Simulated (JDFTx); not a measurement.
# SnO2 (Cassiterite) (P4_2/mnm) in JDFTx: reference runs, part 2 of 2

JDFTx 1.7.0 (patched build). The steps go on from the part before.

## (3) Single point, PBEsol

Input file SnO2.in:

```
lattice \
    8.9535223785     0.0000000000     0.0000000000 \
    0.0000000000     8.9535223785     0.0000000000 \
    0.0000000000     0.0000000000     6.0216122961
coords-type Lattice
ion Sn     0.5000000000     0.5000000000     0.5000000000 1
ion Sn     0.0000000000     0.0000000000     0.0000000000 1
ion O      0.8071000000     0.1929000000     0.5000000000 1
ion O      0.6929000000     0.6929000000     0.0000000000 1
ion O      0.1929000000     0.8071000000     0.5000000000 1
ion O      0.3071000000     0.3071000000     0.0000000000 1

ion-species pseudo/Sn.upf
ion-species pseudo/O.upf
elec-cutoff 42 336
elec-ex-corr gga-PBEsol
kpoint-folding 6 6 8
elec-smearing Fermi 0.0018374661
elec-n-bands 34
electronic-SCF nIterations 100 energyDiffThreshold 1e-09
electronic-minimize nIterations 30 energyDiffThreshold 1e-7
converge-empty-states yes
forces-output-coords Cartesian

dump-name run.$VAR
dump End Ecomponents EigStats BandEigs Kpoints Forces Stress ElecDensity Dtot KEdensity
```

Potentials or basis: PseudoDojo-SR-PBEsol-0.4.1-standard with smoothed tails.

Started as:

```sh
$ jdftx -c 1 -i SnO2.in -o SnO2.out
```

The log of the run:

```text
*************** JDFTx 1.7.0 (patched build) ***************

Input parsed successfully to the following command list (including defaults):
[... the input with its defaults ...]

---------- Setting up symmetries ----------

Found 16 point-group symmetries of the bravais lattice
Found 16 space-group symmetries with basis
Applied RMS atom displacement 1.29329e-16 bohrs to make symmetries exact.

---------- Initializing the Grid ----------
R =
[      8.95352            0            0  ]
[            0      8.95352            0  ]
[            0            0      6.02161  ]
unit cell volume = 482.726
G =
[   0.701756          0          0  ]
[          0   0.701756          0  ]
[          0          0    1.04344  ]
Minimum fftbox size, Smin = [  76  76  52  ]
Chosen fftbox size, S = [  80  80  54  ]

---------- Initializing tighter grid for wavefunction operations ----------
R =
[      8.95352            0            0  ]
[            0      8.95352            0  ]
[            0            0      6.02161  ]
unit cell volume = 482.726
G =
[   0.701756          0          0  ]
[          0   0.701756          0  ]
[          0          0    1.04344  ]
Minimum fftbox size, Smin = [  56  56  36  ]
Chosen fftbox size, S = [  56  56  36  ]

---------- Exchange Correlation functional ----------
Initalized PBEsol GGA exchange.
Initalized PBEsol GGA correlation.

---------- Setting up pseudopotentials ----------
Width of ionic core gaussian charges (only for fluid interactions / plotting) set to 0

Reading pseudopotential file 'pseudo/Sn.upf':
  'Sn' pseudopotential, 'PBESOL' functional
  Generated using ONCVPSP code by D. R. Hamann
  14 valence electrons, 3 orbitals, 6 projectors, 1001 radial grid points, with lMax = 2
    4D    l: 2   occupation: 10.0   eigenvalue: -0.947846
    5S    l: 0   occupation:  2.0   eigenvalue: -0.389375
    5P    l: 1   occupation:  2.0   eigenvalue: -0.136297
  Core radius for overlap checks: 2.33 bohrs.

Reading pseudopotential file 'pseudo/O.upf':
  'O' pseudopotential, 'PBESOL' functional
  Generated using ONCVPSP code by D. R. Hamann
  6 valence electrons, 2 orbitals, 5 projectors, 936 radial grid points, with lMax = 2
    2S    l: 0   occupation:  2.0   eigenvalue: -0.874950
    2P    l: 1   occupation:  4.0   eigenvalue: -0.329796
  Core radius for overlap checks: 1.39 bohrs.

Initialized 2 species with 6 total atoms.

Folded 1 k-points by 6x6x8 to 288 k-points.

---------- Setting up k-points, bands, fillings ----------
Reduced to 50 k-points under symmetry.
Computing the number of bands and number of electrons
Calculating initial fillings.
nElectrons:  52.000000   nBands: 34   nStates: 50

----- Setting up reduced wavefunction bases (one per k-point) -----
average nbasis = 6275.698 , ideal nbasis = 6275.792

---------- Setting up ewald sum ----------
Optimum gaussian width for ewald sums = 2.321588 bohr.
Real space sum over 891 unit cells with max indices [  4  4  5  ]
Reciprocal space sum over 2475 terms with max indices [  7  7  5  ]

---------- Allocating electronic variables ----------
Initializing wave functions:  linear combination of atomic orbitals
Sn pseudo-atom occupations:   s ( 2 )  p ( 2 )  d ( 10 )
O pseudo-atom occupations:   s ( 2 )  p ( 4 )
	FillingsUpdate:  mu: +0.575900865  nElectrons: 52.000000
LCAOMinimize: Iter:   0  F: -198.7299690593278854  |grad|_K:  5.056e-03  alpha:  1.000e+00
	FillingsUpdate:  mu: +0.422009347  nElectrons: 52.000000
LCAOMinimize: Iter:   1  F: -199.1270695765360017  |grad|_K:  2.327e-04  alpha:  4.520e-01  linmin: -2.785e-01  cgtest:  8.586e-01
LCAOMinimize: Encountered beta<0, resetting CG.
[... 5 lines of inner loops ...]
LCAOMinimize: Iter:   4  F: -199.1279283110095264  |grad|_K:  1.974e-06  alpha:  4.812e-01  linmin:  1.804e-04  cgtest:  1.783e-01
	FillingsUpdate:  mu: +0.416638720  nElectrons: 52.000000
LCAOMinimize: Iter:   5  F: -199.1279284190611918  |grad|_K:  1.316e-07  alpha:  9.051e-01  linmin: -6.266e-03  cgtest: -3.481e-03
LCAOMinimize: Converged (|Delta F|<1.000000e-06 for 2 iters).

-------- Electronic minimization -----------
Will mix electronic density at each iteration.
	FillingsUpdate:  mu: +0.416638720  nElectrons: 52.000000
	FillingsUpdate:  mu: +0.406833071  nElectrons: 52.000000
SCF: Cycle:  0   F: -199.337137838275027   dF: -2.092e-01   |Residual|: 3.376e-01   |deigs|: 2.161e-02
	FillingsUpdate:  mu: +0.375065146  nElectrons: 52.000000
SCF: Cycle:  1   F: -199.412403512131363   dF: -7.527e-02   |Residual|: 7.805e-02   |deigs|: 2.682e-02
	FillingsUpdate:  mu: +0.375085559  nElectrons: 52.000000
SCF: Cycle:  2   F: -199.413104105347685   dF: -7.006e-04   |Residual|: 3.231e-02   |deigs|: 1.422e-03
	FillingsUpdate:  mu: +0.376691096  nElectrons: 52.000000
SCF: Cycle:  3   F: -199.413295993288813   dF: -1.919e-04   |Residual|: 6.278e-03   |deigs|: 2.205e-03
	FillingsUpdate:  mu: +0.376450707  nElectrons: 52.000000
SCF: Cycle:  4   F: -199.413311890787156   dF: -1.590e-05   |Residual|: 3.051e-03   |deigs|: 7.713e-04
	FillingsUpdate:  mu: +0.376893495  nElectrons: 52.000000
SCF: Cycle:  5   F: -199.413317508121196   dF: -5.617e-06   |Residual|: 5.179e-04   |deigs|: 3.822e-04
	FillingsUpdate:  mu: +0.376976628  nElectrons: 52.000000
SCF: Cycle:  6   F: -199.413317883156026   dF: -3.750e-07   |Residual|: 2.308e-04   |deigs|: 1.132e-04
	FillingsUpdate:  mu: +0.376970718  nElectrons: 52.000000
SCF: Cycle:  7   F: -199.413317961077468   dF: -7.792e-08   |Residual|: 7.703e-05   |deigs|: 5.695e-05
	FillingsUpdate:  mu: +0.376966264  nElectrons: 52.000000
SCF: Cycle:  8   F: -199.413317983399963   dF: -2.232e-08   |Residual|: 2.516e-05   |deigs|: 5.356e-05
	FillingsUpdate:  mu: +0.376965268  nElectrons: 52.000000
SCF: Cycle:  9   F: -199.413317991376886   dF: -7.977e-09   |Residual|: 9.865e-06   |deigs|: 5.239e-05
	FillingsUpdate:  mu: +0.376965512  nElectrons: 52.000000
SCF: Cycle: 10   F: -199.413317993858726   dF: -2.482e-09   |Residual|: 5.090e-06   |deigs|: 4.820e-05
	FillingsUpdate:  mu: +0.376964727  nElectrons: 52.000000
SCF: Cycle: 11   F: -199.413317994901973   dF: -1.043e-09   |Residual|: 2.492e-06   |deigs|: 5.009e-05
	FillingsUpdate:  mu: +0.376964923  nElectrons: 52.000000
SCF: Cycle: 12   F: -199.413317995228539   dF: -3.266e-10   |Residual|: 1.857e-06   |deigs|: 4.287e-05
	FillingsUpdate:  mu: +0.376964906  nElectrons: 52.000000
SCF: Cycle: 13   F: -199.413317995355129   dF: -1.266e-10   |Residual|: 2.533e-06   |deigs|: 5.395e-05
SCF: Converged (|Delta E|<1.000000e-09 for 2 iters).

Setting wave functions to eigenvectors of Hamiltonian
Converging empty states (this may take a while):
EmptyStates: None of the convergence criteria satisfied.
|deigs|: 8.760e-04

# Stress tensor in Cartesian coordinates [Eh/a0^3]:
[ -0.000176078            0            0  ]
[            0 -0.000176078            0  ]
[            0            0 -0.000264649  ]

# Ionic positions in lattice coordinates:
ion Sn   0.500000000000000   0.500000000000000   0.500000000000000 1
ion Sn   0.000000000000000   0.000000000000000   0.000000000000000 1
ion O   0.807100000000000   0.192900000000000   0.500000000000000 1
ion O   0.692900000000000   0.692900000000000   0.000000000000000 1
ion O   0.192900000000000   0.807100000000000   0.500000000000000 1
ion O   0.307100000000000   0.307100000000000   0.000000000000000 1

# Forces in Cartesian coordinates:
force Sn   0.000000000000000  -0.000000000000000   0.000000000000000 1
force Sn  -0.000000000000000   0.000000000000000   0.000000000000000 1
force O  -0.003012074862463   0.003012074862462   0.000000000000000 1
force O   0.003012074862463   0.003012074862462   0.000000000000000 1
force O   0.003012074862463  -0.003012074862463   0.000000000000000 1
force O  -0.003012074862463  -0.003012074862462   0.000000000000000 1

# Energy components:
   Eewald =     -153.7169676418394033
       EH =       49.1719721557517744
     Eloc =     -142.2087356136883898
      Enl =      -55.9004226250431131
      Exc =      -60.4418459559057126
 Exc_core =       23.8315821619334187
       KE =      139.8510995271967943
-------------------------------------
     Etot =     -199.4133179915946528
       TS =        0.0000000037604823
-------------------------------------
        F =     -199.4133179953551291

IonicMinimize: Iter:   0  F: -199.413317995355129  |grad|_K:  2.008e-03
IonicMinimize: None of the convergence criteria satisfied after 0 iterations.

#--- Lowdin population analysis ---
# oxidation-state Sn +1.689 +1.689
# oxidation-state O -0.789 -0.789 -0.789 -0.789

Dumping 'run.eigStats' ...
	eMin: -0.420462 at state 0 ( [ +0.000000 +0.000000 +0.000000 ] spin 0 )
	HOMO: +0.355191 at state 0 ( [ +0.000000 +0.000000 +0.000000 ] spin 0 )
	mu  : +0.376965
	LUMO: +0.397922 at state 0 ( [ +0.000000 +0.000000 +0.000000 ] spin 0 )
	eMax: +0.819209 at state 45 ( [ +0.500000 +0.500000 +0.000000 ] spin 0 )
	HOMO-LUMO gap: +0.042731
	Optical gap  : +0.042731 at state 0 ( [ +0.000000 +0.000000 +0.000000 ] spin 0 )
WARNING: the last solve of the electrons (or of bands or displaced states from it) ended unconverged.
Done!
[note: mu as printed may lie anywhere between the filled and the empty levels]
```

Wall time 7.7 min (1 thread of AMD EPYC 7R43 (Zen 3), shared host); peak memory 0.65 GiB.

Results:

```
Free energy            : -5426.3128 eV
Pressure               : 6.0 GPa
Largest force          : 0.219 eV/Å
Band gap on the k mesh : 1.16 eV, direct
Loewdin charges        : Sn +1.69; O -0.79 e
```

Forces in eV/Å, atoms in the order of the input:
```
Sn   0.000  0.000  0.000
Sn   0.000  0.000  0.000
O   -0.155  0.155  0.000
O    0.155  0.155  0.000
O    0.155 -0.155  0.000
O   -0.155 -0.155  0.000
```

Stress tensor (GPa, compression positive):
```
5.18 0.00 0.00
0.00 5.18 0.00
0.00 0.00 7.79
```

Caveat: the empty levels aren't tightly converged; spin-orbit coupling is left out, which moves the levels of the heavy elements.
